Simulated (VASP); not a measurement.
Crystal: NaI.

```
I Na
1.0
     0.00000    3.48631    3.48631
     3.48631    0.00000    3.48631
     3.48631    3.48631    0.00000
I Na
1 1
Direct
  0.50000 0.50000 0.50000
  0.00000 0.00000 0.00000
```

The cell isn't the ideal one: volume scaled by 1.25.

| Quantity | Value |
| --- | --- |
| Program | VASP 6.6.1 |
| Task | relaxation of cell and atoms |
| Functional | PBE0 |
| Dispersion | D2 |
| Potentials or basis | VASP PAW PBE potentials, release 64 (I, Na_pv) |
| Cutoff | 600 eV |
| k mesh | 4 × 4 × 4 |
| Occupations | gaussian, width 0.1 eV |
| Spin | no spin polarisation |

At the start: pressure -3.5 GPa; volume 42.37 Å³/atom.

Problem. Where does the relaxation end?

Solution. Over 5 steps the energy falls by 155.4 meV/atom and the volume is 32.01 Å³/atom (-24.5 %); space group Fm-3m (No. 225, to 0.05 Å).

Step by step:
```csv
step,energy change (eV),largest force (eV/Å),pressure (GPa),volume (Å³)
1,0.0000,0.0000,-3.46,84.75
2,-0.2127,0.0000,-2.65,74.00
3,-0.3074,0.0000,-0.64,65.62
4,-0.3106,0.0000,0.23,63.46
5,-0.3109,0.0000,-0.04,64.01
```

Final structure:
```xyz
2
Lattice="0.0000 3.1750 3.1750 3.1750 0.0000 3.1750 3.1750 3.1750 0.0000" Properties=species:S:1:pos:R:3 pbc="T T T"
I     3.1750    3.1750    3.1750
Na    0.0000    0.0000    0.0000
```

Caveat: the PAW data sets were made with another functional, which shifts forces and pressure a little.
